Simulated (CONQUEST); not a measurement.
Crystal: HgTe (Coloradoite).

```
Hg Te
1.0
     4.54599    0.00000    0.00000
     0.00000    4.54599    0.00000
     0.00000    0.00000    6.42900
Hg Te
2 2
Cartesian
  0.0000 0.0000 0.0000
  2.2730 2.2730 3.2145
  0.0000 2.2730 1.6073
  2.2730 0.0000 4.8217
```

| Quantity | Value |
| --- | --- |
| Program | CONQUEST 1.3 |
| Task | single point |
| Functional | PBE |
| Potentials or basis | PseudoDojo NC PBE, DZ, grid cutoff 120 Ha |
| k mesh | 6 × 6 × 4 |
| Occupations | fermi-dirac, width 0.05 eV |
| Spin | no spin polarisation |

On this cell: pressure 8.4 GPa; largest force zero by symmetry; band gap on the k mesh none (metal or under the smearing width).

The same run follows on a disturbed copy (atoms moved at random, drawn with an rms of 0.05 Å):

```
Hg Te
1.0
     4.54599    0.00000    0.00000
     0.00000    4.54599    0.00000
     0.00000    0.00000    6.42900
Hg Te
2 2
Direct
  0.49584 0.49711 0.50026
  0.99584 0.99711 0.00026
  0.49970 0.99823 0.75049
  0.99970 0.49823 0.25049
```

Q: What changes?

A: The energy (extrapolated to zero smearing) moves by +0.5 meV/atom; pressure 8.4 GPa; largest force 0.111 eV/Å; band gap on the k mesh none (metal or under the smearing width).

Forces in eV/Å, atoms in the order of the input:
```
Hg   0.105  0.030  0.011
Hg   0.105  0.030  0.011
Te  -0.105 -0.037 -0.006
Te  -0.105 -0.037 -0.006
```

The forces don't sum to zero, so they hold noise of the program's grid.

Caveats: the atomic basis is small; the basis of atomic orbitals isn't converged, which shifts pressures, moduli and gaps.
